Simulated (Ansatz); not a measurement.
# Sn: energy along a strain

Sn, Fd-3m, a = 6.656 Å. Ansatz: PBE, PAW, 420 eV, Γ-centred 16×16×16 mesh on 2 atoms, Gaussian smearing 0.15 eV; no spin polarisation. Cell vectors (Å): 0.000 3.328 3.328; 3.328 0.000 3.328; 3.328 3.328 0.000. The cell is strained by x per cent times the pattern (0 1 0 0 0 0) in the order xx yy zz yz xz xy (engineering shears), with fractional coordinates held. y is the free energy over the start, V0 = 36.864 Å³/atom.

```tsv
x (%)	y (meV/atom)
-6.00	?
-4.50	13.14
-3.00	5.69
-1.50	1.35
0.00	0.00
1.50	1.49
3.00	5.67
4.50	12.40
5.25	16.68
6.00	21.54
```

Fit y = c1 x + c2 x² + c3 x³ to the other rows, get the stiffness along the pattern, and predict the missing energy.

Least squares on the rows shown. y = 0.061232 x + 0.63070 x² − 0.0070920 x³. The clamped-ion stiffness p·C·p = 2 × 6.307 eV × 160.2 / 36.864 Å³ = 55 GPa, which is C22 in these axes (C11 of the cubic crystal); c1 is there for the stress left in the start, which by itself gives a slope of 0.06 meV/atom per %. At x = -6.00 the fit asked for gives 23.87 meV/atom. The run gave 23.83 meV/atom, so the fit is 0.04 meV/atom too high, a small miss on the scale of the series.